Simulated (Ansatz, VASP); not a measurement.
**ZrH4 in VASP and in Ansatz**

```
Zr H
1.0
     2.76426    0.00000    0.00000
     0.00000    3.08760    0.00000
     0.00000    0.00000    6.01838
Zr H
1 4
Direct
  0.00000 0.00000 0.00000
  0.50000 0.00000 0.74564
  0.50000 0.50000 0.16402
  0.50000 0.50000 0.83598
  0.50000 0.00000 0.25436
```

Change from the starting cell: ordered vacancies on the cation sites of aluminium diboride (Pmmm, No. 47).

Alike in both runs: functional PBE; k mesh 14 × 12 × 8; occupations gaussian, width 0.1 eV; no spin polarisation.

Ansatz relaxed the structure, and its values are those at the end. VASP's run is a single point on that final structure, the one shown.

```csv
,VASP,Ansatz
version,VASP 6.6.1,Ansatz 0.2.0
potentials or method,"VASP PAW PBE potentials, release 64 (Zr_sv, H)","scalar-relativistic, plane waves, PAW"
plane-wave cutoff (eV),520,420
valence electrons in the cell,16,16
```

Ansatz gave:

```
gap on the k mesh at the Fermi level (eV) : none
pressure (GPa)                            : 0.0
```

Which values does VASP return?

gap on the k mesh at the Fermi level (eV): none; pressure (GPa): -0.1.

A gap of «none» marks a metal or a gap that the smearing closes.
